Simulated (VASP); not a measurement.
**Ag: relaxation of the atoms with PW91**

Slab: Ag, a slab with vacuum.

```
Ag
1.0
     2.94609    0.00000    0.00000
    -1.47305    2.55139    0.00000
     0.00000    0.00000   27.00521
Ag
6
Cartesian
  0.0000 0.0000 7.5000
  1.4730 0.8505 9.9003
  0.0000 1.7009 12.3006
  1.4730 0.8505 14.7046
  0.0000 1.7009 17.1049
  0.0000 0.0000 19.5052
```

The slab is cut from a database's or a generator's crystal, which needn't be the stable form of the element.

- Program: VASP 6.6.1
- Task: relaxation of the atoms
- Functional: PW91
- Potentials or basis: VASP PAW PBE potentials, release 64 (Ag)
- Cutoff: 520 eV
- k mesh: 7 × 7 × 1
- Occupations: fermi-dirac, width 0.05 eV
- Spin: no spin polarisation
- Dipole correction: yes
- Atoms held fixed (from 0): [0, 1, 2]
- Further INCAR settings: ALGO = Normal; EDIFF = 1e-06; IBRION = 2; EDIFFG = -0.02; NSW = 60

```yaml
Energy_gained_by_relaxing: 0.7 meV/atom
Ionic_steps: 11
Band_gap_on_the_k_mesh: none (metal or under the smearing width)
```

Step by step:
| step | energy change (eV) | largest force (eV/Å) | pressure (GPa) |
| --- | --- | --- | --- |
| 1 | 0.0000 | 0.1199 | -1.23 |
| 2 | -0.0014 | 0.1195 | -1.21 |
| 3 | -0.0025 | 0.1190 | -1.17 |
| 4 | -0.0025 | 0.1188 | -1.17 |
| 5 | -0.0026 | 0.1188 | -1.16 |
| 6 | -0.0030 | 0.1188 | -1.13 |
| 7 | -0.0035 | 0.1186 | -1.07 |
| 8 | -0.0035 | 0.1185 | -1.04 |
| 9 | -0.0038 | 0.1183 | -1.03 |
| 10 | -0.0040 | 0.1190 | -1.02 |
| 11 | -0.0041 | 0.1212 | -0.98 |

Final structure:
```
CELL_PARAMETERS angstrom
2.94609 0.00000 0.00000
-1.47305 2.55139 0.00000
0.00000 0.00000 27.00521
ATOMIC_POSITIONS crystal
Ag 0.00000 0.00000 0.27772
Ag 0.66667 0.33333 0.36661
Ag 0.33333 0.66667 0.45549
Ag 0.66667 0.33333 0.54336
Ag 0.33333 0.66667 0.63228
Ag 0.00000 0.00000 0.71961
```

Levels at points of the mesh, in eV from the Fermi level:
| k point | band 29 | band 30 | band 31 | band 32 | band 33 | band 34 | band 35 | band 36 | band 37 | band 38 |
| --- | --- | --- | --- | --- | --- | --- | --- | --- | --- | --- |
| (0.00, 0.00, 0.00) | -3.51 | -3.51 | -3.25 | -3.25 | -3.21 | -3.21 | -2.36 | -0.58 | 0.10 | 3.74 |

Run time: 8.2 min on 1 thread of Intel(R) Xeon(R) Platinum 8375C CPU @ 2.90GHz (Ice Lake), on a shared host, peak memory 0.35 GiB.

Caveat: the PAW data sets were made with another functional, which shifts forces and pressure a little.
